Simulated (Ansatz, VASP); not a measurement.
Given: the input of a run of Ansatz 0.2.0 on GaP. 

The input input.yaml:

```yaml
crystal:
  lattice:
    - [0.0, 2.72525, 2.72525]
    - [2.72525, 0.0, 2.72525]
    - [2.72525, 2.72525, 0.0]
  atoms:
    - { symbol: Ga, position: [0.0, 0.0, 0.0] }
    - { symbol: P, position: [0.75, 0.75, 0.75] }
kpoints:
  mp_grid: { grid: [8, 8, 8] }
scf:
  occupations: { method: fermi_dirac, width: 0.05 }
hamiltonian:
  xc: revpbe
  dispersion: d3bj
  pseudopotentials: { kind: all_electron, lapw: { basis_error: 0.001 } }
output:
  forces: true
  stress: true
relax:
  f_tol: 0.02
  max_steps: 60
  cell: {}
```

Potentials or basis: all-electron LAPW, scalar-relativistic.

Run with:

```bash
$ ansatz run input.yaml --threads 1 --pin off --max-ram 3072MiB --backend cpu --events-out ev --progress --plain --runs-dir out
```

Q: What does the same run look like in VASP 6.6.1? Potentials or basis there: PBE PAW files Ga_d, P, 600 eV.

A: As run (cutoffs and basis follow the program's own potentials, and thresholds, step limits or extra output files can differ):

INCAR

```
PREC = Accurate ; ENCUT = 600
EDIFF = 1E-7 ; ISMEAR = -1
SIGMA = 0.05 ; LREAL = F
LASPH = T ; NELM = 80
ALGO = Normal ; ISIF = 3
LWAVE = F ; LCHARG = F
GGA = RE ; IVDW = 12
IBRION = 2 ; NSW = 40
EDIFFG = -0.01
```

File KPOINTS:

```
regular mesh
0
Gamma
  8 8 8
```

Contents of POSCAR:

```
GaP
1.0
    0.0000000000      2.7252500000      2.7252500000
    2.7252500000      0.0000000000      2.7252500000
    2.7252500000      2.7252500000      0.0000000000
Ga P
1 1
Direct
    0.0000000000      0.0000000000      0.0000000000
    0.7500000000      0.7500000000      0.7500000000
```

Potentials or basis: VASP PAW PBE potentials, release 64 (Ga_d, P).

Command:

```bash
$ cat potpaw_PBE.64/Ga_d/POTCAR potpaw_PBE.64/P/POTCAR > POTCAR
$ mpirun -np 1 vasp_std > vasp.out
```

Both were run:

|  | Ansatz | VASP |
| --- | --- | --- |
| Relaxed volume | 19.89 Å³/atom | 19.87 Å³/atom |
| Relaxed cell | a = 3.832 Å, b = 3.832 Å, c = 3.832 Å, α = 60.00°, β = 60.00°, γ = 60.00° | a = 3.831 Å, b = 3.831 Å, c = 3.831 Å, α = 60.00°, β = 60.00°, γ = 60.00° |
| Space group after relaxing | F-43m (No. 216) | F-43m (No. 216) |
| Pressure after relaxing | 0.0 GPa | 0.0 GPa |

VASP's potentials were made for PBE.

Where Ansatz's input types no cutoff or centring, it takes its own default and a Γ-centred mesh.

Pressure is positive in compression.
